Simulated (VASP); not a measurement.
VASP input:

**INCAR**
```
SYSTEM = InN
PREC = Accurate; ENCUT = 620; LREAL = .FALSE.
LASPH = .TRUE.
EDIFF = 1E-6; NELM = 100; ALGO = Normal
LMAXMIX = 4
ISMEAR = 1; SIGMA = 0.1
GGA = PS
IBRION = 2; NSW = 40; ISIF = 3
EDIFFG = -0.02; PSTRESS = 50
LWAVE = .FALSE.; LCHARG = .FALSE.
```

### POSCAR
```
InN
1.0
  0.0000000000   2.4947565978   2.4947565978
  2.4947565978   0.0000000000   2.4947565978
  2.4947565978   2.4947565978   0.0000000000
In N
1 1
Cartesian
  0.0000000000   0.0000000000   0.0000000000
  1.2473782989   1.2473782989   1.2473782989
```

File KPOINTS:
```
Automatic mesh
0
Gamma
13 13 13
0 0 0
```

POTCAR, in this order: In_d N (PBE.64 set). Program: vasp_std.

Problem. Translate this PBEsol calculation to Quantum ESPRESSO's pw.x.

Solution. One equivalent input (not run):
```
&CONTROL
  calculation = 'vc-relax'
  pseudo_dir = './pseudo'
  outdir = './out'
  tprnfor = .true.
  tstress = .true.
  nstep = 40
  forc_conv_thr = 0.00078
/
&SYSTEM
  ibrav = 0
  nat = 2
  ntyp = 2
  ecutwfc = 84
  occupations = 'smearing'
  smearing = 'methfessel-paxton'
  degauss = 0.00735
  input_dft = 'pbesol'
/
&ELECTRONS
  conv_thr = 7.3e-08
  electron_maxstep = 100
/
&IONS
/
&CELL
  press = 50
/
ATOMIC_SPECIES
  In 114.818 In.upf
  N 14.007 N.upf
CELL_PARAMETERS angstrom
     0.0000000    2.4947566    2.4947566
     2.4947566    0.0000000    2.4947566
     2.4947566    2.4947566    0.0000000
ATOMIC_POSITIONS crystal
  In   0.0000000  0.0000000  0.0000000
  N    0.2500000  0.2500000  0.2500000
K_POINTS automatic
  13 13 13 0 0 0
```
The two are equivalent in intent, not identical: the potentials are each code's own (VASP's PAW set, PseudoDojo norm-conserving files in pw.x), so ENCUT and ecutwfc are chosen apart and not converted; conv_thr bounds pw.x's estimated SCF error, while EDIFF bounds the energy change between steps; forc_conv_thr acts on force components and is met together with etot_conv_thr.

The structure was generated: InN was put into the zinc blende type (F-43m), which need not be its known phase. This run relaxes it under an external pressure of 5 GPa. Symmetry was kept, so distortions that lower it aren't found.
